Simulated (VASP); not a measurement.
BeTe: single point with PBE

The system is BeTe, a sheet with vacuum.

```
Be Te
1.0
     4.07173    0.00000    0.00000
     0.00000    5.48755    0.00000
     0.00000    0.00000   23.80000
Be Te
1 1
Direct
  0.50000 0.45705 0.29412
  0.00000 0.29315 0.29412
```

The cell was built by a generator and needn't be a form met in nature.

The cell isn't the ideal one: thin slice cut from a crystal along (101).

```
Program             : VASP 6.6.1
Task                : single point
Functional          : PBE
Potentials or basis : VASP PAW PBE potentials, release 64 (Be, Te)
Cutoff              : 520 eV
k mesh              : 8 × 6 × 1
Occupations         : gaussian, width 0.02 eV
Spin                : no spin polarisation
```

| Quantity | Value |
| --- | --- |
| Largest force | 0.023 eV/Å |
| Band gap on the k mesh | 1.78 eV, direct |

Forces on the atoms (eV/Å):
```
Be   0.000  0.023  0.000
Te   0.000 -0.023  0.000
```

Levels at points of the mesh, in eV from the valence-band top:
```csv
k point,band 1,band 2,band 3,band 4,band 5,band 6,band 7,band 8,band 9
"(0.00, 0.00, 0.00)",-10.23,-1.93,-1.36,-1.21,2.54,3.53,5.06,5.16,5.47
"(0.50, 0.00, 0.00)",-9.77,-4.33,-0.73,-0.05,2.33,2.64,5.88,6.41,7.18
"(0.00, 0.50, 0.00)",-10.20,-1.91,-1.90,-1.13,3.46,4.22,4.40,5.82,6.36
"(0.50, 0.50, 0.00)",-9.75,-4.28,-1.08,0.00,1.78,2.75,7.13,7.46,7.52
```

Wall time 95 s on 1 thread of Intel(R) Xeon(R) 6975P-C (Granite Rapids), with other jobs on the host, peak memory 0.57 GiB.

Caveat: spin-orbit coupling is left out, which moves the levels of the heavy elements.
